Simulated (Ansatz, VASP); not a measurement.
One calculation of C, two programs

The input INCAR:

```
  ALGO = Normal
  EDIFF = 1E-6
  ENCUT = 520
  ISIF = 2
  ISMEAR = 0
  LASPH = T
  LCHARG = F
  LREAL = F
  LWAVE = F
  NBANDS = 11
  NELM = 60
  PREC = Accurate
  SIGMA = 0.05
```

The input KPOINTS:

```
k-points
0
Gamma
  12 12 12
```

The input POSCAR:

```
C
1.0
    1.1666250292      0.6735512746      3.4306861104
   -1.1666250292      0.6735512746      3.4306861104
    0.0000000000     -1.3471025493      3.4306861104
C
2
Direct
    0.1640000000      0.1640000000      0.1640000000
    0.8360000000      0.8360000000      0.8360000000
```

Input for Ansatz:

```yaml
crystal:
  lattice:
    - [1.1666250292, 0.6735512746, 3.4306861104]
    - [-1.1666250292, 0.6735512746, 3.4306861104]
    - [0.0, -1.3471025493, 3.4306861104]
  atoms:
    - { symbol: C, position: [0.164, 0.164, 0.164] }
    - { symbol: C, position: [0.836, 0.836, 0.836] }
basis:
  ecutwfc: 420
kpoints:
  mp_grid: { grid: [12, 12, 12] }
hamiltonian:
  xc: lda
scf:
  occupations: { method: gaussian, width: 0.05 }
output:
  forces: true
  stress: true
  eigenvalues: true
```

Change from the starting cell: strain -0.050 along x and y, +0.025 along z, atoms carried along.

Alike in both runs: task single point; functional LDA; k mesh 12 × 12 × 12; occupations gaussian, width 0.05 eV; no spin polarisation.

|  | VASP | Ansatz |
| --- | --- | --- |
| version | VASP 6.6.1 | Ansatz 0.2.0 |
| potentials or method | VASP PAW LDA potentials, release 64 (C) | scalar-relativistic, plane waves, PAW |
| plane-wave cutoff (eV) | 520 | 420 |
| valence electrons in the cell | 8 | 8 |

|  | VASP | Ansatz | Ansatz less VASP |
| --- | --- | --- | --- |
| gap on the k mesh at the Fermi level (eV) | 0.63 | 0.63 | -0.003 |
| least direct gap on the mesh (eV) | 0.63 | 0.63 | -0.003 |
| pressure (GPa) | 48.3 | 47.5 | -0.77 |
| largest component of the traceless stress (GPa) | 50.27 | 49.33 | -0.938 |
| rms of the force components (eV/Å) | 0.497 | 0.499 | +0.0026 |

Atom by atom the forces differ by 0.003 eV/Å (rms over components).

Caveats: so large a pressure means that the cell lies far from this level's equilibrium, or that cutoff or potentials fall short (VASP).
